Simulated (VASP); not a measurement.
# Na2S (Fm-3m) in VASP: further runs, part 2 of 2

VASP 6.6.1. The steps go on from the part before.

**3. Single point, r2SCAN**

INCAR reads:

```
SYSTEM = Na2S
PREC = Accurate
ENCUT = 520
EDIFF = 1E-6
ISMEAR = -1
SIGMA = 0.1
LREAL = .False.
LASPH = .True.
NELM = 100
ALGO = Normal
ISIF = 2
LWAVE = .False.
LCHARG = .False.
METAGGA = R2SCAN
LMIXTAU = .True.
NBANDS = 17
```

KPOINTS reads:

```
Automatic mesh
0
Gamma
  5 5 5
  0 0 0
```

POSCAR reads:

```
Na2S
1.0
    0.0000000000      3.2979090000      3.2979090000
    3.2979090000      0.0000000000      3.2979090000
    3.2979090000      3.2979090000      0.0000000000
Na S
2 1
Direct
    0.2500000000      0.2500000000      0.2500000000
    0.7500000000      0.7500000000      0.7500000000
    0.0000000000      0.0000000000      0.0000000000
```

Potentials or basis: VASP PAW PBE potentials, release 64 (Na_pv, S).

Launch:

```console
> cat potpaw_PBE.64/Na_pv/POTCAR potpaw_PBE.64/S/POTCAR > POTCAR
> mpirun -np 1 vasp_std > vasp.out
```

OUTCAR:

```text
SYSTEM = Na2S
   PREC = Accurate
   ENCUT = 520
   EDIFF = 1E-6
   ISMEAR = -1
   LREAL = .False.
   LASPH = .True.
   NELM = 100
   ISIF = 2
   METAGGA = R2SCAN

 ion  position               nearest neighbor table
   1  0.250  0.250  0.250-
   2  0.750  0.750  0.750-
   3  0.000  0.000  0.000-

  LATTYP: Found a face centered cubic cell.
 ALAT       =     6.5958180000

  Lattice vectors:

 A1 = (   0.0000000000,   3.2979090000,   3.2979090000)
 A2 = (   3.2979090000,   0.0000000000,   3.2979090000)
 A3 = (   3.2979090000,   3.2979090000,   0.0000000000)

Analysis of symmetry for initial positions (statically):
=====================================================================
 Subroutine PRICEL returns:
 Original cell was already a primitive cell.

 Routine SETGRP: Setting up the symmetry group for a
 face centered cubic supercell.

 Subroutine GETGRP returns: Found 48 space group operations
 (whereof 48 operations were pure point group operations)
 out of a pool of 48 trial point group operations.

The static configuration has the point symmetry O_h .

Analysis of symmetry for dynamics (positions and initial velocities):
=====================================================================
 Subroutine PRICEL returns:
 Original cell was already a primitive cell.

 Routine SETGRP: Setting up the symmetry group for a
 face centered cubic supercell.

 Subroutine GETGRP returns: Found 48 space group operations
 (whereof 48 operations were pure point group operations)
 out of a pool of 48 trial point group operations.

The dynamic configuration has the point symmetry O_h .

 Subroutine INISYM returns: Found 48 space group operations
 (whereof 48 operations are pure point group operations),
 and found     1 'primitive' translations

----------------------------------------------------------------------------------------

                                     Primitive cell

  volume of cell :      71.7375

  direct lattice vectors                    reciprocal lattice vectors
     0.000000000  3.297909000  3.297909000    -0.151611218  0.151611218  0.151611218
     3.297909000  0.000000000  3.297909000     0.151611218 -0.151611218  0.151611218
     3.297909000  3.297909000  0.000000000     0.151611218  0.151611218 -0.151611218

  length of vectors
     4.663947635  4.663947635  4.663947635     0.262598332  0.262598332  0.262598332

  position of ions in fractional coordinates (direct lattice)
     0.250000000  0.250000000  0.250000000
     0.750000000  0.750000000  0.750000000
     0.000000000  0.000000000  0.000000000

  ion indices of the primitive-cell ions
   primitive index   ion index
                 1           1
                 2           2
                 3           3

----------------------------------------------------------------------------------------

 KPOINTS: Automatic mesh

Automatic generation of k-mesh.
 Grid dimensions read from file:
 generate k-points for:    5    5    5

 Generating k-lattice:

  Cartesian coordinates                     Fractional coordinates (reciprocal lattice)
    -0.030322244  0.030322244  0.030322244     0.200000000  0.000000000  0.000000000
     0.030322244 -0.030322244  0.030322244     0.000000000  0.200000000  0.000000000
     0.030322244  0.030322244 -0.030322244     0.000000000  0.000000000  0.200000000

  Length of vectors
     0.052519666  0.052519666  0.052519666

  Shift w.r.t. Gamma in fractional coordinates (k-lattice)
     0.000000000  0.000000000  0.000000000

 Subroutine IBZKPT returns following result:
 ===========================================

 Found     10 irreducible k-points:

 Following reciprocal coordinates:
            Coordinates               Weight
  0.000000  0.000000  0.000000      1.000000
  0.200000  0.000000  0.000000      8.000000
  0.400000  0.000000  0.000000      8.000000
  0.200000  0.200000  0.000000      6.000000
  0.400000  0.200000  0.000000     24.000000
 -0.400000  0.200000  0.000000     24.000000
 -0.200000  0.200000  0.000000     12.000000
  0.400000  0.400000  0.000000      6.000000
 -0.400000  0.400000  0.000000     12.000000
 -0.400000  0.400000  0.200000     24.000000
   k-points           NKPTS =     10   k-points in BZ     NKDIM =     10   number of bands    NBANDS=     17
   number of dos      NEDOS =    301   number of ions     NIONS =      3
   total plane-waves  NPLWV =  46656
   dimension x,y,z NGX =    36 NGY =   36 NGZ =   36
   dimension x,y,z NGXF=    72 NGYF=   72 NGZF=   72
   ions per type =               2   1
   NGX,Y,Z   is equivalent  to a cutoff of  12.83, 12.83, 12.83 a.u.
   NGXF,Y,Z  is equivalent  to a cutoff of  25.66, 25.66, 25.66 a.u.
 SYSTEM =  Na2S
   PREC   = accura    normal or accurate (medium, high low for compatibility)
   ISTART =      0    job   : 0-new  1-cont  2-samecut
   ICHARG =      2    charge: 1-file 2-atom 10-const
   ISPIN  =      1    spin polarized calculation?
   LNONCOLLINEAR =      F non collinear calculations
   LSORBIT =      F    spin-orbit coupling
   LASPH  =      T    aspherical Exc in radial PAW
   ENCUT  =  520.0 eV  38.22 Ry    6.18 a.u.   8.67  8.67  8.67*2*pi/ulx,y,z
   NELM   =    100;   NELMIN=  2; NELMDL= -5     # of ELM steps
   EDIFF  = 0.1E-05   stopping-criterion for ELM
   LREAL  =      F    real-space projection
   EDIFFG = 0.1E-04   stopping-criterion for IOM
   NSW    =      0    number of steps for IOM
   IBRION =     -1    ionic relax: 0-MD 1-quasi-New 2-CG
   NFREE  =      0    steps in history (QN), initial steepest desc. (CG)
   ISIF   =      2    stress and relaxation
   ISYM   =      2    0-nonsym 1-usesym 2-fastsym
   POTIM  = 0.5000    time-step for ionic-motion
   TEBEG  =    0.0;   TEEND  =   0.0 temperature during run
   PSTRESS=    0.0 pullay stress
   NELECT =      20.0000    total number of electrons
   NUPDOWN=      -1.0000    fix difference up-down
   EMIN   =  10.00;   EMAX   =-10.00  energy-range for DOS
   EFERMI =   0.00;   METHOD = LEGACY
   ISMEAR =    -1;   SIGMA  =   0.10  broadening in eV -4-tet -1-fermi 0-gaus
   EFERMI_NEDOS =   21; number of points for ismear=-14 and -15
   IALGO  =     38    algorithm
   IMIX   =      4    mixing-type and parameters
     AMIX     =   0.40;   BMIX     =  1.00
     AMIX_MAG =   1.60;   BMIX_MAG =  1.00
  volume/ion in A,a.u.               =      23.91       161.37
  Fermi-wavevector in a.u.,A,eV,Ry     =   1.069472  2.021009 15.561946  1.143771
  Thomas-Fermi vector in A             =   2.205153
   LORBIT       =      0    0 simple, 1 ext, 2 COOP (PROOUT), +10 PAW based schemes
   METAGGA = R2SCAN    functional components
   LHFCALC =     F    Hartree Fock is set to
   AEXX    =    0.0000 exact exchange contribution
   IVDW    =     0    specifies the selected vdW correction
   LEPSILON=     F    determine dielectric tensor
   LRPA    =     F    only Hartree local field effects (RPA)
 non-spin polarized calculation
  energy-cutoff  :      520.00
  volume of cell :       71.74
 maximum number of plane-waves:      1944
   NGX = 17   NGY = 17   NGZ = 17

 number of electron      20.0000005 magnetization

 Free energy of the ion-electron system (eV)
  ---------------------------------------------------
  ext. energy  EPLUGINS =         0.00000000
  ---------------------------------------------------
  free energy    TOTEN  =       -18.95291363 eV

  energy without entropy =      -18.95291352  energy(sigma->0) =      -18.95291357

 E-fermi :   1.4346     XC(G=0):  -8.1606

 val. band max:       -0.2309170277   @ k =   0.0000   0.0000   0.0000
 cond. band min:       2.7465077351   @ k =   0.0000   0.0000   0.0000
 fundamental gap:      2.9774247627
 Fermi energy:         1.4345850434

 k-point     1 :       0.0000    0.0000    0.0000
  band No.  band energies     occupation
      1     -23.3454      2.00000
      2     -23.3451      2.00000
      3     -23.3451      2.00000
      4     -23.2996      2.00000
      5     -23.2992      2.00000
      6     -23.2992      2.00000
[... 9 lines left out ...]
     16       9.5383      0.00000
     17      11.4790      0.00000
[... 161 lines left out ...]
 k-point    10 :      -0.4000    0.4000    0.2000
  band No.  band energies     occupation
      1     -23.3602      2.00000
      2     -23.3556      2.00000
      3     -23.3329      2.00000
      4     -23.3153      2.00000
      5     -23.2950      2.00000
      6     -23.2916      2.00000
[... 9 lines left out ...]
     16      10.8289      0.00000
     17      12.9980      0.00000

------------------------ aborting loop because EDIFF is reached ----------------------------------------

  FORCE on cell =-STRESS in cart. coord.  units (eV):
  Direction    XX          YY          ZZ          XY          YZ          ZX
  --------------------------------------------------------------------------------------
  -------------------------------------------------------------------------------------
  Total       -0.5675839     -0.5675839     -0.5675839      0.0000000     -0.0000000     -0.0000000
  in kB      -12.6763622    -12.6763622    -12.6763622      0.0000000     -0.0000000     -0.0000000
  external PRESSURE =     -12.6763622 kB  Pullay stress =       0.0000000 kB

 VOLUME and BASIS-vectors are now :
 -----------------------------------------------------------------------------
  energy-cutoff  :      520.00
  volume of cell :       71.74
      direct lattice vectors                 reciprocal lattice vectors
     0.000000000  3.297909000  3.297909000    -0.151611218  0.151611218  0.151611218
     3.297909000  0.000000000  3.297909000     0.151611218 -0.151611218  0.151611218
     3.297909000  3.297909000  0.000000000     0.151611218  0.151611218 -0.151611218

 POSITION                                       TOTAL-FORCE (eV/Angst)
 -----------------------------------------------------------------------------------
      1.64895      1.64895      1.64895         0.000000      0.000000     -0.000000
      4.94686      4.94686      4.94686         0.000000     -0.000000      0.000000
      0.00000      0.00000      0.00000        -0.000000      0.000000     -0.000000
 -----------------------------------------------------------------------------------
    total drift:                                0.000000      0.000000      0.000000

  FREE ENERGIE OF THE ION-ELECTRON SYSTEM (eV)
  ---------------------------------------------------
  free  energy   TOTEN  =       -18.9529136272 eV

  energy  without entropy=      -18.9529135215  energy(sigma->0) =      -18.95291357
```

stdout:

```text
POSCAR found type information on POSCAR NaS
 POSCAR found :  2 types and       3 ions
 scaLAPACK will be used
 -----------------------------------------------------------------------------
|                                                                             |
|                                                                             |
|     You enforced a specific xc type in the INCAR file but a different       |
|     I HOPE YOU KNOW WHAT YOU ARE DOING!                                     |
|                                                                             |
 -----------------------------------------------------------------------------

 LDA part: xc-table for (None), standard interpolation
 POSCAR, INCAR and KPOINTS ok, starting setup
 FFT: planning ... GRIDC
 FFT: planning ... GRID_SOFT
 FFT: planning ... GRID
 WAVECAR not read
 entering main loop
```

It took 1.7 min on 1 thread of AMD EPYC 7R13 (Zen 3), shared host; peak memory 0.17 GiB.

What came out:

```
Free energy            : -18.9529 eV
Pressure               : -1.3 GPa
Band gap on the k mesh : 2.98 eV, direct
```

Levels at points of the mesh, in eV from the valence-band top:
```tsv
k point	band 6	band 7	band 8	band 9	band 10	band 11	band 12	band 13	band 14	band 15
(0.00, 0.00, 0.00)	-23.07	-10.52	0.00	0.00	0.00	2.98	8.33	8.33	8.33	9.77
```

Caveat: the PAW data sets were made with another functional, which shifts forces and pressure a little.

**4. Single point, LDA**

INCAR reads:

```
  PREC = Accurate
  ENCUT = 520
  EDIFF = 1E-7
  ISMEAR = -1
  SIGMA = 0.1
  LREAL = False
  LASPH = True
  NELM = 60
  ALGO = Normal
  ISIF = 2
  LWAVE = False
  LCHARG = False
  NBANDS = 17
```

KPOINTS reads:

```
regular mesh
0
Gamma
  5 5 5
```

POSCAR is that of step 3.

Potentials or basis: VASP PAW LDA potentials, release 64 (Na_pv, S).

Launch:

```console
> cat potpaw_LDA.64/Na_pv/POTCAR potpaw_LDA.64/S/POTCAR > POTCAR
> mpirun -np 1 vasp_std > vasp.out
```

It took 25 s on 1 thread of AMD EPYC 7R13 (Zen 3), shared host; peak memory 0.13 GiB.

Results (log left out):

```yaml
Free_energy: -10.8533 eV
Pressure: -2.7 GPa
Band_gap_on_the_k_mesh: 2.17 eV, direct
```

Levels at points of the mesh, in eV from the valence-band top:
| k point | band 6 | band 7 | band 8 | band 9 | band 10 | band 11 | band 12 | band 13 | band 14 | band 15 |
| --- | --- | --- | --- | --- | --- | --- | --- | --- | --- | --- |
| (0.00, 0.00, 0.00) | -22.20 | -10.06 | 0.00 | 0.00 | 0.00 | 2.17 | 7.44 | 7.44 | 7.44 | 9.16 |

LDA gaps usually lie below the measured ones, often by a third to a half.
